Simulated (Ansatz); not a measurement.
**BaO (rocksalt): other levels of theory at one geometry**

The task here is to estimate one member of a computed series from the others.

Method: DFT at several levels, plane waves, PAW, in Ansatz 0.2.0.

1 further run of the same task is left out (set aside as unsound or not needed). Runs told in other sessions of the task aren't counted.

## Starting point

Symmetry: Fm-3m, No. 225, cubic system. Conventional cell: a = 5.574 Å, b = 5.574 Å, c = 5.574 Å, α = 90.00°, β = 90.00°, γ = 90.00°. Ba (site symmetry m-3m) has 6 O at 2.79 Å in its first shell of neighbours. O (site symmetry m-3m) has 6 Ba at 2.79 Å in its first shell of neighbours.

Structure file:

```cif
data_structure
_symmetry_space_group_name_H-M 'Fm-3m'
_symmetry_Int_Tables_number 225
_cell_length_a 5.5736
_cell_length_b 5.5736
_cell_length_c 5.5736
_cell_angle_alpha 90.000
_cell_angle_beta 90.000
_cell_angle_gamma 90.000
_cell_volume 173.15
loop_
_atom_site_label
_atom_site_type_symbol
_atom_site_symmetry_multiplicity
_atom_site_Wyckoff_symbol
_atom_site_fract_x
_atom_site_fract_y
_atom_site_fract_z
_atom_site_occupancy
Ba1 Ba 4 b 0.50000 0.00000 0.00000 1
O1 O 4 a 0.00000 0.00000 0.00000 1
```

This cell comes from an earlier session at PBE: 21.644 Å³/atom at 0.00 GPa, on a 10×10×10 mesh, mesh gap 2.10 eV.

Levels to run: PBE+SOC; r²SCAN; PBEsol; LDA; HSE06. Hardware: 4 threads of Arm Neoverse V2, shared host.

The first run:

input.yaml

```yaml
crystal:
  lattice:
    - [0.0, 2.7868222438, 2.7868222438]
    - [2.7868222438, 0.0, 2.7868222438]
    - [2.7868222438, 2.7868222438, 0.0]
  atoms:
    - { symbol: Ba, position: [0.5, 0.5, 0.5] }
    - { symbol: O, position: [0.0, 0.0, 0.0] }
basis:
  ecutwfc: 420
  ecutrho_ratio: 4
kpoints:
  mp_grid: { grid: [10, 10, 10] }
hamiltonian:
  xc: pbe
scf:
  occupations: { method: gaussian, width: 0.05 }
output:
  forces: true
  stress: true
  eigenvalues: true
  populations: true
  dos: { projected: true, de: 0.02 }
  write_density: true
  write_potential: true
  elf: true
  volumetric_format: npy
magnetization:
  noncollinear: true
  spin_orbit: true
```

Run with:

```
ansatz run input.yaml --threads 4 --pin off --max-ram 7168MiB --backend cpu --events-out ev --progress --plain --runs-dir out
```

Among the steps run: PBE+SOC; r²SCAN; PBEsol; LDA; HSE06.

One table of the session follows, with a row left open; its other results are not shown here.

| level | gap on the mesh (eV) | pressure (GPa) |
| --- | --- | --- |
| PBE | 2.10 | 0.0 |
| LDA | 1.97 | -5.5 |
| PBEsol | ? | ? |
| PBE+SOC | 2.06 | 0.0 |
| r²SCAN | 2.43 | -1.2 |
| HSE06 | 3.37 | -1.6 |

Estimate the missing values for PBEsol.

The run gave: gap on the mesh (eV): 2.00; pressure (GPa): -3.2. In the column «gap on the mesh (eV)» it lies between LDA (1.97) and PBE+SOC (2.06).

The pressure runs from -5.5 GPa (LDA) to 0.0 GPa (PBE); a negative pressure means that level wants a smaller cell, a positive one a larger cell. The gap is widest with HSE06 (3.37 eV) and narrowest with LDA (1.97 eV). Total energies of different levels have different zeros and can't be compared.

Caveats from the session: Warnings in the runs' records: stress scf threshold loose, stress exchange threshold loose.
